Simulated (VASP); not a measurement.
# Ti (P6_3/mmc) in VASP: notebook, part 3 of 3

VASP 6.6.1. The steps go on from the part before.

### 4 Relaxation of cell and atoms, PBEsol

INCAR

```
  PREC = Accurate
  ENCUT = 300
  EDIFF = 1E-7
  ISMEAR = 0
  SIGMA = 0.1
  LREAL = False
  LASPH = True
  NELM = 80
  ALGO = Fast
  ISIF = 3
  LWAVE = False
  LCHARG = False
  GGA = PS
  IBRION = 2
  NSW = 90
  EDIFFG = -0.005
```

KPOINTS

```
regular mesh
0
Gamma
  18 18 10
```

POSCAR

```
Ti
1.0
    2.9357319200      0.0000000000      0.0000000000
   -1.4678659600      2.5424184200      0.0000000000
    0.0000000000      0.0000000000      4.6408561500
Ti
2
Direct
    0.3333333300      0.6666666700      0.2500000000
    0.6666666700      0.3333333300      0.7500000000
```

Started as:

```bash
$ cat potpaw_PBE.64/Ti_sv/POTCAR > POTCAR
$ mpirun -np 1 vasp_std > vasp.out
```

Run time: 6.8 min. Hardware: 1 thread of Intel Xeon 6975P-C (Granite Rapids), shared host; peak memory 0.19 GiB.

These settings aren't checked as converged: the numbers below hold their error.

What came out:

| Property | Result |
| --- | --- |
| Free energy | -16.6476 eV |
| Relaxed volume | 16.69 Å³/atom |
| Relaxed cell | a = 2.898 Å, b = 2.898 Å, c = 4.590 Å, α = 90.00°, β = 90.00°, γ = 120.00° |
| Space group after relaxing (to 0.05 Å) | P6_3/mmc (No. 194) |
| Energy gained by relaxing | 7.0 meV/atom |
| Ionic steps | 7 |
| Band gap on the k mesh | none (metal or under the smearing width) |

Caveat: the cutoff is under 1.25 times the usual one of these potentials, so pressure, stress and relaxed cells hold a basis-set (Pulay) error; the PAW data sets were made with another functional, which shifts forces and pressure a little.

### 5 Relaxation of cell and atoms, PBEsol

INCAR, as its differences from that of step 4:

```diff
@@ -1,3 +1,3 @@
   PREC = Accurate
-  ENCUT = 300
+  ENCUT = 600
   EDIFF = 1E-7
```

KPOINTS

```
regular mesh
0
Gamma
  6 6 4
```

POSCAR is that of step 4.

Potentials or basis: VASP PAW PBE potentials, release 64 (Ti_sv).

Started as:

```bash
$ cat potpaw_PBE.64/Ti_sv/POTCAR > POTCAR
$ mpirun -np 1 vasp_std > vasp.out
```

OUTCAR:

```text
PREC = Accurate
   ENCUT = 600
   EDIFF = 1E-7
   ISMEAR = 0
   LREAL = False
   LASPH = True
   NELM = 80
   ISIF = 3
   GGA = PS
   IBRION = 2
   NSW = 90
   EDIFFG = -0.005

 ion  position               nearest neighbor table
   1  0.333  0.667  0.250-   2 2.87   2 2.87   2 2.87   2 2.87   2 2.87   2 2.87
   2  0.667  0.333  0.750-   1 2.87   1 2.87   1 2.87   1 2.87   1 2.87   1 2.87

  LATTYP: Found a hexagonal cell.
 ALAT       =     2.9357319200
 C/A-ratio  =     1.5808174167

  Lattice vectors:

 A1 = (   2.9357319200,   0.0000000000,   0.0000000000)
 A2 = (  -1.4678659600,   2.5424184200,   0.0000000000)
 A3 = (   0.0000000000,   0.0000000000,   4.6408561500)

Analysis of symmetry for initial positions (statically):
=====================================================================
 Subroutine PRICEL returns:
 Original cell was already a primitive cell.

 Routine SETGRP: Setting up the symmetry group for a
 hexagonal supercell.

 Subroutine GETGRP returns: Found 24 space group operations
 (whereof 12 operations were pure point group operations)
 out of a pool of 24 trial point group operations.

[... 152 lines left out ...]

--------------------------------------- Ionic step        1  -------------------------------------------

 number of electron      23.9999993 magnetization

 Free energy of the ion-electron system (eV)
  ---------------------------------------------------
  ext. energy  EPLUGINS =         0.00000000
  ---------------------------------------------------
  free energy    TOTEN  =       -16.65233284 eV

  energy without entropy =      -16.63463197  energy(sigma->0) =      -16.64348241

------------------------ aborting loop because EDIFF is reached ----------------------------------------

  FORCE on cell =-STRESS in cart. coord.  units (eV):
  Direction    XX          YY          ZZ          XY          YZ          ZX
  --------------------------------------------------------------------------------------
  -------------------------------------------------------------------------------------
  Total       -0.9766028     -0.9766028     -0.7793263      0.0000000      0.0000000      0.0000000
  in kB      -45.1717589    -45.1717589    -36.0469376      0.0000000      0.0000000      0.0000000
  external PRESSURE =     -42.1301518 kB  Pullay stress =       0.0000000 kB
[... 275 lines left out ...]
--------------------------------------- Ionic step        9  -------------------------------------------

 number of electron      23.9999997 magnetization

 Free energy of the ion-electron system (eV)
  ---------------------------------------------------
  ext. energy  EPLUGINS =         0.00000000
  ---------------------------------------------------
  free energy    TOTEN  =       -16.67069602 eV

  energy without entropy =      -16.65440585  energy(sigma->0) =      -16.66255094

 E-fermi :   8.7212     XC(G=0): -11.8296

 val. band max:        8.6910900598   @ k =   0.0000   0.0000   0.5000
 cond. band min:       8.7350004954   @ k =   0.1667  -0.0000   0.2500
 fundamental gap:      0.0439104356
 Fermi energy:         8.7211711547

 k-point     1 :       0.0000    0.0000    0.0000
  band No.  band energies     occupation
      1     -47.8982      2.00000
      2     -47.7403      2.00000
      3     -24.6311      2.00000
      4     -23.8936      2.00000
      5     -23.8936      2.00000
      6     -23.8297      2.00000
[... 417 lines left out ...]
  FREE ENERGIE OF THE ION-ELECTRON SYSTEM (eV)
  ---------------------------------------------------
  free  energy   TOTEN  =       -16.6706960192 eV

  energy  without entropy=      -16.6544058514  energy(sigma->0) =      -16.66255094

 reached required accuracy - stopping structural energy minimisation
```

CONTCAR:

```text
Ti
   1.00000000000000
     2.8858858124072375    0.0000000000000000    0.0000000000000000
    -1.4429429062036188    2.4992504246169625   -0.0000000000000000
     0.0000000000000000   -0.0000000000000000    4.6241509916052657
  Ti
     2
Direct
     0.3333333300000021    0.6666666699999979    0.2500000000000000
     0.6666666699999979    0.3333333300000021    0.7500000000000000

  0.00000000E+00  0.00000000E+00  0.00000000E+00
  0.00000000E+00  0.00000000E+00  0.00000000E+00
```

Run time: 1.7 min. Hardware: 1 thread of Intel Xeon 6975P-C (Granite Rapids), shared host; peak memory 0.16 GiB.

What came out:

| Quantity | Value |
| --- | --- |
| Free energy | -16.6707 eV |
| Relaxed volume | 16.68 Å³/atom |
| Relaxed cell | a = 2.886 Å, b = 2.886 Å, c = 4.624 Å, α = 90.00°, β = 90.00°, γ = 120.00° |
| Space group after relaxing (to 0.05 Å) | P6_3/mmc (No. 194) |
| Energy gained by relaxing | 9.2 meV/atom |
| Ionic steps | 9 |
| Pressure after relaxing | 0.0 GPa |
| Band gap on the k mesh | none (metal or under the smearing width) |

Step by step:
| step | energy change (eV) | largest force (eV/Å) | pressure (GPa) | volume (Å³) |
| --- | --- | --- | --- | --- |
| 1 | 0.0000 | 0.0000 | -4.21 | 34.64 |
| 2 | -0.0081 | 0.0000 | 3.44 | 32.41 |
| 3 | -0.0177 | 0.0000 | 0.01 | 33.33 |
| 4 | -0.0177 | 0.0000 | 0.05 | 33.31 |
| 5 | -0.0181 | 0.0000 | 0.08 | 33.31 |
| 6 | -0.0183 | 0.0000 | 0.07 | 33.31 |
| 7 | -0.0184 | 0.0000 | 0.06 | 33.31 |
| 8 | -0.0184 | 0.0000 | 0.06 | 33.31 |
| 9 | -0.0184 | 0.0000 | -0.03 | 33.35 |

Final structure:
```
Ti
1.0
     2.88589    0.00000    0.00000
    -1.44294    2.49925    0.00000
     0.00000    0.00000    4.62415
Ti
2
Direct
  0.33333 0.66667 0.25000
  0.66667 0.33333 0.75000
```

Caveat: the k mesh is coarse (spacing up to 0.41 Å⁻¹), so the values aren't converged; the PAW data sets were made with another functional, which shifts forces and pressure a little.

### 6 Single point, PBEsol

INCAR

```
SYSTEM = Ti
PREC     = Accurate       ! precision mode
ENCUT    = 520            ! plane-wave cutoff, eV
EDIFF    = 1E-6           ! SCF threshold, eV
ISMEAR   = 0              ! smearing method
SIGMA    = 0.1            ! smearing width, eV
LREAL    = .False.        ! projectors in reciprocal space
LASPH    = .True.         ! aspherical terms in the spheres
NELM     = 80             ! most SCF steps
ALGO     = Fast           ! electronic algorithm
ISIF     = 2              ! what is computed and relaxed
LWAVE    = .False.        ! write WAVECAR
LCHARG   = .False.        ! write CHGCAR
GGA      = PS             ! functional
```

KPOINTS

```
Automatic mesh
0
Gamma
  18 18 10
  0 0 0
```

POSCAR is that of step 5.

Potentials or basis: VASP PAW PBE potentials, release 64 (Ti_sv).

Started as:

```bash
$ cat potpaw_PBE.64/Ti_sv/POTCAR > POTCAR
$ mpirun -np 1 vasp_std > vasp.out
```

Run time: 1.8 min. Hardware: 1 thread of Intel Xeon 6975P-C (Granite Rapids), shared host; peak memory 0.23 GiB.

It converged, with:

```
Free energy            : -16.6676 eV
Pressure               : -4.4 GPa
Band gap on the k mesh : none (metal or under the smearing width)
```

Levels at points of the mesh, in eV from the Fermi level:
```
           k point  band 9  band 10  band 11  band 12  band 13  band 14  band 15  band 16
(0.00, 0.00, 0.00)   -6.23    -2.71     0.76     0.76     0.80     0.89     1.27     1.27
(0.50, 0.00, 0.00)   -2.36    -2.18    -1.87    -0.63     0.45     0.62     1.18     3.35
(0.00, 0.00, 0.50)   -4.36    -4.36     0.09     0.09     0.66     0.66     0.66     0.66
(0.50, 0.00, 0.50)   -2.57    -2.57    -0.82    -0.82     1.33     1.33     1.71     1.71
```

Caveat: the PAW data sets were made with another functional, which shifts forces and pressure a little.

### 7 Summary

| task | level | cell | k mesh | cutoff (eV) | mesh quality | gap on the mesh (eV) | pressure (GPa) | relaxed volume (Å³/atom) |
| --- | --- | --- | --- | --- | --- | --- | --- | --- |
| relaxation of cell and atoms | PBE | relaxed | 18 × 18 × 10 | 600 | not flagged | none | 0.0 | 17.35 |
| relaxation of cell and atoms | PBE+D3(BJ) | relaxed | 18 × 18 × 10 | 600 | not flagged | none | 0.0 | 16.47 |
| relaxation of cell and atoms | PBEsol | relaxed | 6 × 6 × 4 | 600 | coarse | none | 0.0 | 16.68 |
| single point | PBEsol | as given | 18 × 18 × 10 | 520 | not flagged | none | -4.4 | - |

Alike in all rows: potentials or basis VASP PAW PBE potentials, release 64 (Ti_sv); no spin polarisation; smearing gaussian 0.1 eV.

Caveats: some runs use coarse meshes; the PAW data sets were made with another functional, which shifts forces and pressure a little (some runs); pairwise dispersion overbinds metals, which lowers pressure and volume (some runs).

Total energies depend on the potentials used, so only differences within one code and one set of settings carry meaning.
